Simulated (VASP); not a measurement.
A run of VASP 6.6.1 is set up as follows.

The input INCAR:

```
ALGO = Normal
AMIX = 0.2
AMIX_MAG = 0.8
BMIX = 1E-4
BMIX_MAG = 1E-4
DIPOL = 0.5 0.5 0.500
EDIFF = 1E-6
ENCUT = 520
GGA = PE
ICORELEVEL = 1
IDIPOL = 3
ISIF = 2
ISMEAR = 1
ISPIN = 2
KPAR = 2
LASPH = T
LCHARG = F
LDIPOL = T
LMAXMIX = 4
LORBIT = 11
LREAL = F
LVACPOTAV = T
LVHAR = T
LWAVE = F
MAGMOM = 2.4 2.4 2.4
NELM = 150
PREC = Accurate
SIGMA = 0.1
```

Contents of KPOINTS:

```
k-points
0
Gamma
  16 16 1
```

File POSCAR:

```
Fe
1.0
    2.4502145000      0.0000000000      0.0000000000
   -0.8167381700      2.3100843800      0.0000000000
    0.0000000000      0.0000000000     19.0011835200
Fe
3
Direct
    0.5000000000      0.5000000000      0.3947122600
    0.0000000000      0.0000000000      0.5000000000
    0.5000000000      0.5000000000      0.6052877400
```

Potentials or basis: VASP PAW PBE potentials, release 64 (Fe).

Run with:

```console
$ cat potpaw_PBE.64/Fe/POTCAR > POTCAR
$ mpirun -np 2 vasp_std > vasp.out
```

Predict the band gap on the k mesh.

none (metal or under the smearing width).

Predict the net moment.

7.84 μB per cell.

Predict the site moments.

Fe +2.63, +2.45 μB.

Estimate the work function of the upper face.

4.82 eV.

Core levels (eV, on the scale of the bands):
```
atom                                                levels
1 Fe  1s -6992.9, 2s -814.0, 2p -692.7, 3s -87.9, 3p -54.0
2 Fe  1s -6992.9, 2s -814.0, 2p -692.8, 3s -87.9, 3p -54.0
3 Fe  1s -6992.9, 2s -814.0, 2p -692.7, 3s -87.9, 3p -54.0
```
